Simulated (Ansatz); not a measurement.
# Ca (P6_3/mmc) in Ansatz: a series of runs

Aim: see how the results for Ca move with the level of theory and the settings. Levels: RPBE, revPBE, BLYP. Tasks: band structure.

Everything below comes from runs of Ansatz 0.2.0. Logs are shortened: lines on timing, memory, paths and dates and some standing lists are left out, and cuts for length are marked.

## (1) Starting point

The structure is hexagonal, space group P6_3/mmc (No. 194). The conventional cell has a = 3.980 Å, b = 3.980 Å, c = 6.520 Å, α = 90.00°, β = 90.00°, γ = 120.00°. Around Ca (site symmetry -6m2) lie 12 Ca at 3.98 to 3.99 Å.

This isn't the form of Ca at room conditions, which is fcc.

## (2) Band structure, RPBE

File input.yaml:

```yaml
crystal:
  lattice:
    - [3.98, 0.0, 0.0]
    - [-1.99, 3.4467811071, 0.0]
    - [0.0, 0.0, 6.52]
  atoms:
    - { symbol: Ca, position: [0.6666666667, 0.3333333333, 0.75] }
    - { symbol: Ca, position: [0.3333333333, 0.6666666667, 0.25] }
kpoints:
  mp_grid: { grid: [8, 8, 4] }
  band_path:
    path:
      - [0.0, 0.0, 0.0]
      - [0.5, 0.0, 0.0]
      - [0.3333333333, 0.3333333333, 0.0]
      - [0.0, 0.0, 0.0]
      - [0.0, 0.0, 0.5]
      - [0.5, 0.0, 0.5]
      - [0.3333333333, 0.3333333333, 0.5]
      - [0.0, 0.0, 0.5]
    npoints: 10
scf:
  occupations: { method: fermi_dirac, width: 0.05 }
hamiltonian:
  xc: rpbe
  pseudopotentials: { kind: all_electron, lapw: { basis_error: 0.001 } }
output:
  forces: true
  stress: true
  eigenvalues: true
```

Potentials or basis: all-electron LAPW, scalar-relativistic.

Run with:

```
> ansatz run input.yaml --threads 1 --pin off --max-ram 3072MiB --backend cpu --events-out ev --progress --plain --runs-dir out
```

The log of the run:

```text
Warning: RAYON_NUM_THREADS=1 ignored (pool sized by the plan → 1); use --threads N
LAPW: plane waves up to 4.492 Å⁻¹, error target 1.0e-3 eV per atom; small_component_spin mean_spin; Ca in spheres of 1.990 Å, 10 of its electrons in bands, Dirac shells [] (how accurate: hamiltonian.pseudopotentials.lapw.basis_error, Limitations)
Engine: ansatz 0.2.0, x86_64-unknown-linux-gnu
Pseudopotentials: kind: all_electron
Pseudopotential: Ca, LAPW, valence charge 10, lapw/all_electron/scalar/gaussian/Ca, Koelling and Harmon's equation, gaussian nucleus
Functional definition: RPBE
  parameter kappa = 0.804
  parameter beta = 0.06672455060314922
  exchange = rpbe_x(kappa = kappa, mu = beta*pi^2/3)
  correlation = pbe_c(beta = beta)
Crystal: 2 atoms, lattice volume = 89.443 Å³
Basis set: ecut = 76.86909309474851 eV, 135 PW (Γ), exchange–correlation at level 2
Bands: 14, of which v1, the nominal top of the filled ones, is band 10 counted from 1 (9 counted from 0)
Symmetry: 24 space group operations
Space group: P63/mmc (ITA 194), of the structure as read, at distance tolerance 4.5e-5 Å
k-points: 30 of 256
Non-local potential: Ca, projectors of the file, none
Initial density: superposition of atomic densities (chi_scale 0.1, normalization cell)
Initial wavefunctions: plane waves of lowest kinetic energy (no species holds an atomic orbital)
Functional: x = rpbe, c = pbe(β = 0.06672455060314922)
iter 1 solved again at ethr=7.88e-5 eV; its pass at ethr=1.00e-1 eV (dr2=1.58e-2 eV) is discarded
SCF iter   1: F=—  HF=-37037.647129 eV  |F-HF|=—  |Δ(HF+E_count)|=         —  Δρ=3.06e-3  dr2=1.54e-2  ethr=7.88e-5  ⟨swp⟩=3.5  Hψ=3230  notcnv=0
preconditioner: auto → Resta (q_TF=auto, 2.126 Å⁻¹)  ε∞=11.1  [insulator: Δε(μ)=0.126 eV  Ē_g=2.465 eV  σ=0.050 eV  W_gap=0.54  n_scr=22 (ndim 8)  ℏωp=7.9 eV  f_vac=0.000  D(μ)=1.79/eV (n_scr^D=8)  ε∞_Penn≈11.1]
SCF iter   2: F=—  HF=-37037.656748 eV  |F-HF|=—  |Δ(HF+E_count)|=   9.62e-3  Δρ=2.36e-3  dr2=9.55e-3  ethr=7.71e-5  ⟨swp⟩=2.0  Hψ=1427  notcnv=0
SCF iter   3: F=—  HF=-37037.663707 eV  |F-HF|=—  |Δ(HF+E_count)|=   6.96e-3  Δρ=1.14e-3  dr2=2.48e-3  ethr=4.77e-5  ⟨swp⟩=2.0  Hψ=1424  notcnv=0
iter 4 solved again at ethr=9.80e-7 eV; its pass at ethr=1.24e-5 eV (dr2=1.96e-4 eV) is discarded
SCF iter   4: F=—  HF=-37037.664258 eV  |F-HF|=—  |Δ(HF+E_count)|=   5.51e-4  Δρ=3.04e-4  dr2=1.95e-4  ethr=9.80e-7  ⟨swp⟩=2.0  Hψ=2290  notcnv=0
SCF iter   5: F=—  HF=-37037.664300 eV  |F-HF|=—  |Δ(HF+E_count)|=   4.18e-5  Δρ=5.38e-5  dr2=4.90e-6  ethr=9.76e-7  ⟨swp⟩=2.0  Hψ=1408  notcnv=0
SCF iter   6: F=—  HF=-37037.664300 eV  |F-HF|=—  |Δ(HF+E_count)|=   9.52e-9  Δρ=1.91e-5  dr2=5.16e-7  ethr=2.45e-8  ⟨swp⟩=2.3  Hψ=1420  notcnv=0
SCF iter   7: F=-37037.664300 eV  HF=-37037.664300 eV  |F-HF|=1.86e-9  |Δ(HF+E_count)|=   3.65e-8  Δρ=2.10e-6  dr2=5.79e-9  ethr=2.58e-9  ⟨swp⟩=2.0  Hψ=1408  notcnv=0
SCF 1 converged in 7 iterations: F = -37037.664300 eV  dr2 = 5.79e-9
NSCF: frozen V_eff on 71 k-points
SCF converged after 7 iterations
Free energy (F): -37037.664300 eV
Harris-Foulkes:  -37037.664300 eV  (|F-HF|=1.86e-9)
Internal energy: -37037.647437 eV  (E = F + TS)
E sigma→0 (E₀):  -37037.655868 eV
Entropy (-TS):   -0.016863 eV (-8.431 meV/atom)
Fermi energy:    4.958505 eV
--- Per-component energies (eV) ---
  E_band       = -354.118939
  E_kinetic    = 37326.489550
  E_xc         = -1974.820106
  E_electrostatic = -72389.316880  (all electrons and nuclei)
  E_smearing   = -0.016863  (= −TS)
  E_closure    = 0.000000  (closes the sum)
  E_atoms      = -37034.206797  (free atoms, spherical and without spin; not in F)
  Σ components = -37037.664300   (vs F -37037.664300, Δ=0.00e0)
  Basis errors (estimates in eV, not in F): energy 3.1e-4 per atom: plane waves 3.0e-4 (1.5e-4 summed), levels above the bands 1.2e-18, relativity 1.6e-8, radial functions 1.3e-5, core shells 4.0e-11; eigenvalues (radial functions only) 1.1e-6; not estimated: angular momenta, meshes, grids; target (lapw.basis_error) 1.0e-3; muffin-tin radii Ca 1.990 Å
--- Forces (eV/Å), atoms counted from 1 ---
  atom   1  Ca    -0.00000000     0.00000000     0.00000000
  atom   2  Ca     0.00000000    -0.00000000     0.00000000
  max |Σ_I F_I| component: 2.89e-19 eV/Å
--- Stress (GPa, compression-positive) ---
       -0.110013       0.000000       0.000000
       -0.000000      -0.110013       0.000000
        0.000000       0.000000       0.143189
  P = ⅓ Tr σ = -0.0256 GPa (-0.256 kbar)
--- Band table (eV; the first three rows and the last of 30) ---
  k-point 0: bands = ["-37.3612", "-37.3514", "-18.3220", "-18.2389", "-18.2389", "-18.2239", "-18.2239", "-18.2146", "1.0165", "3.9787", "4.6864", "7.2060", "7.2184", "7.2184"]
  k-point 1: bands = ["-37.3598", "-37.3528", "-18.3065", "-18.2367", "-18.2367", "-18.2305", "-18.2261", "-18.2261", "1.2671", "3.0447", "5.4967", "6.9682", "7.1708", "7.1708"]
  k-point 2: bands = ["-37.3563", "-37.3563", "-18.2687", "-18.2687", "-18.2314", "-18.2314", "-18.2314", "-18.2314", "1.9834", "1.9834", "6.3484", "6.3484", "7.2095", "7.2095"]
  k-point 29: bands = ["-37.3489", "-37.3489", "-18.3123", "-18.3123", "-18.2821", "-18.2821", "-18.2385", "-18.2385", "4.8895", "4.8895", "5.1595", "5.1595", "5.8316", "5.8316"]
```

It took 9.5 s on 1 thread of AMD EPYC (Zen 3), shared host; peak memory 0.25 GiB.

What came out:

```yaml
Free_energy: -37037.6643 eV
Pressure: 0.0 GPa
Band_gap_along_the_path: none (metal or under the smearing width)
```

Stress tensor (GPa, compression positive):
```
-0.11  0.00  0.00
 0.00 -0.11  0.00
 0.00  0.00  0.14
```

Levels at the corners of the path, in eV from the Fermi level:
```tsv
point	band 6	band 7	band 8	band 9	band 10	band 11	band 12	band 13	band 14
Γ	-23.18	-23.18	-23.17	-3.94	-0.98	-0.27	2.25	2.26	2.26
M	-23.22	-23.20	-23.20	-1.09	-0.71	0.27	0.43	1.34	1.87
K	-23.23	-23.21	-23.21	-0.24	-0.24	-0.20	0.63	1.42	1.42
Γ	-23.18	-23.18	-23.17	-3.94	-0.98	-0.27	2.25	2.26	2.26
A	-23.19	-23.19	-23.19	-2.98	-2.98	1.39	1.39	2.25	2.25
L	-23.21	-23.20	-23.20	-0.63	-0.63	0.04	0.04	1.46	1.46
H	-23.25	-23.20	-23.20	0.15	0.15	0.34	0.34	0.52	0.52
A	-23.19	-23.19	-23.19	-2.98	-2.98	1.39	1.39	2.25	2.25
```

Caveat: the cell was measured hot, at 723 K.

## (3) Band structure, revPBE

input.yaml: that of step 2 with these lines changed.

```diff
@@ -24,3 +24,3 @@
 hamiltonian:
-  xc: rpbe
+  xc: revpbe
   pseudopotentials: { kind: all_electron, lapw: { basis_error: 0.001 } }
```

Potentials or basis: all-electron LAPW, scalar-relativistic.

Run with:

```
> ansatz run input.yaml --threads 1 --pin off --max-ram 3072MiB --backend cpu --events-out ev --progress --plain --runs-dir out
```

Wall time 9.5 s (1 thread of AMD EPYC (Zen 3), shared host); peak memory 0.25 GiB.

Results (log left out):

* Free energy: -37035.1903 eV
* Pressure: -0.2 GPa
* Band gap along the path: none (metal or under the smearing width)

Stress tensor (GPa, compression positive):
```
-0.29  0.00  0.00
 0.00 -0.29  0.00
 0.00  0.00 -0.04
```

Levels at the corners of the path, in eV from the Fermi level:
| point | band 7 | band 8 | band 9 | band 10 | band 11 | band 12 | band 13 | band 14 |
| --- | --- | --- | --- | --- | --- | --- | --- | --- |
| Γ | -23.17 | -23.16 | -3.94 | -0.99 | -0.27 | 2.24 | 2.25 | 2.25 |
| M | -23.18 | -23.18 | -1.09 | -0.71 | 0.27 | 0.42 | 1.33 | 1.86 |
| K | -23.20 | -23.20 | -0.24 | -0.24 | -0.20 | 0.62 | 1.42 | 1.42 |
| Γ | -23.17 | -23.16 | -3.94 | -0.99 | -0.27 | 2.24 | 2.25 | 2.25 |
| A | -23.18 | -23.18 | -2.98 | -2.98 | 1.38 | 1.38 | 2.24 | 2.24 |
| L | -23.19 | -23.19 | -0.63 | -0.63 | 0.05 | 0.05 | 1.45 | 1.45 |
| H | -23.18 | -23.18 | 0.15 | 0.15 | 0.34 | 0.34 | 0.51 | 0.51 |
| A | -23.18 | -23.18 | -2.98 | -2.98 | 1.38 | 1.38 | 2.24 | 2.24 |

Caveat: the cell was measured hot, at 723 K.

## (4) Band structure, BLYP

input.yaml: that of step 3 with these lines changed.

```diff
@@ -24,3 +24,3 @@
 hamiltonian:
-  xc: revpbe
+  xc: blyp
   pseudopotentials: { kind: all_electron, lapw: { basis_error: 0.001 } }
```

Run with:

```
> ansatz run input.yaml --threads 1 --pin off --max-ram 3072MiB --backend cpu --events-out ev --progress --plain --runs-dir out
```

Wall time 12 s (1 thread of AMD EPYC (Zen 3), shared host); peak memory 0.25 GiB.

Results (log left out):

```
Free energy             : -37040.4794 eV
Pressure                : -0.6 GPa
Band gap along the path : none (metal or under the smearing width)
```

Stress tensor (GPa, compression positive):
```
-0.71  0.00  0.00
 0.00 -0.71  0.00
 0.00  0.00 -0.48
```

Levels at the corners of the path, in eV from the Fermi level:
| point | band 8 | band 9 | band 10 | band 11 | band 12 | band 13 |
| --- | --- | --- | --- | --- | --- | --- |
| Γ | -23.25 | -3.93 | -1.06 | -0.16 | 1.99 | 2.01 |
| M | -23.27 | -1.13 | -0.65 | 0.19 | 0.31 | 1.24 |
| K | -23.29 | -0.27 | -0.27 | -0.16 | 0.51 | 1.28 |
| Γ | -23.25 | -3.93 | -1.06 | -0.16 | 1.99 | 2.01 |
| A | -23.26 | -2.96 | -2.96 | 1.24 | 1.24 | 2.00 |
| L | -23.28 | -0.70 | -0.70 | 0.11 | 0.11 | 1.29 |
| H | -23.27 | 0.15 | 0.15 | 0.35 | 0.35 | 0.37 |
| A | -23.26 | -2.96 | -2.96 | 1.24 | 1.24 | 2.00 |

Caveat: the cell was measured hot, at 723 K.

## (5) The runs side by side

| level | cutoff (eV) | pressure (GPa) |
| --- | --- | --- |
| RPBE | 77 | 0.0 |
| revPBE | 77 | -0.2 |
| BLYP | 78 | -0.6 |

Alike in all rows: task band structure; potentials or basis all-electron LAPW, scalar-relativistic; no spin polarisation; cell as given; k mesh 8 × 8 × 4; smearing fermi-dirac 0.05 eV; basis error allowed 0.001 eV/atom.

The pressure there spans -0.6 GPa (BLYP) to 0.0 GPa (RPBE); a positive pressure means that this level wants a larger cell, a negative one a smaller.

Caveats: the cell was measured hot, at 723 K.

Compare energies only between runs with the same functional and basis.
